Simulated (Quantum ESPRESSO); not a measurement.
# Ti: phonons at H under several settings

```
Ti
1.0
    -1.64100    1.64100    1.64100
     1.64100   -1.64100    1.64100
     1.64100    1.64100   -1.64100
Ti
1
Cartesian
  0.0000 0.0000 0.0000
```

This isn't the form of Ti at room conditions, which is hcp.

All runs used Quantum ESPRESSO 7.5; potentials PseudoDojo 0.4.1 SR PBEsol standard; k mesh 9 × 9 × 9; no spin polarisation; cutoff 1143 eV; occupations cold, width 0.2 eV.

```csv
level,geometry,volume (Å³/atom),pressure (GPa),frequencies (cm⁻¹)
PBEsol,relaxed at 0 GPa,16.56,0.0,339 339 339
PBEsol,relaxed at 10 GPa,15.31,10.0,327 327 327
PBEsol,relaxed at 25 GPa,13.95,25.0,252 252 252
PBEsol,relaxed at 50 GPa,12.42,50.0,104 104 104
PBEsol,relaxed at 80 GPa,?,80.0,?
```

Problem. What stands in the row left open?

Solution. Volume 11.09 Å³/atom; frequencies 244 244 244 cm⁻¹.

Caveats: the mesh is thin for the phonons of a metal; the q point doesn't lie on the k mesh, which can shift a metal's frequencies strongly unless the mesh is converged; the cell is more than 3 GPa from zero pressure, which shifts response properties (some runs); the volume moved by over 15 % at a fixed basis, so the end points are rough (some runs).

For the row left open. Caveat: the mesh is thin for the phonons of a metal; the volume moved by over 15 % at a fixed basis, so the end points are rough; the cell is more than 3 GPa from zero pressure, which shifts response properties; the q point doesn't lie on the k mesh, which can shift a metal's frequencies strongly unless the mesh is converged.
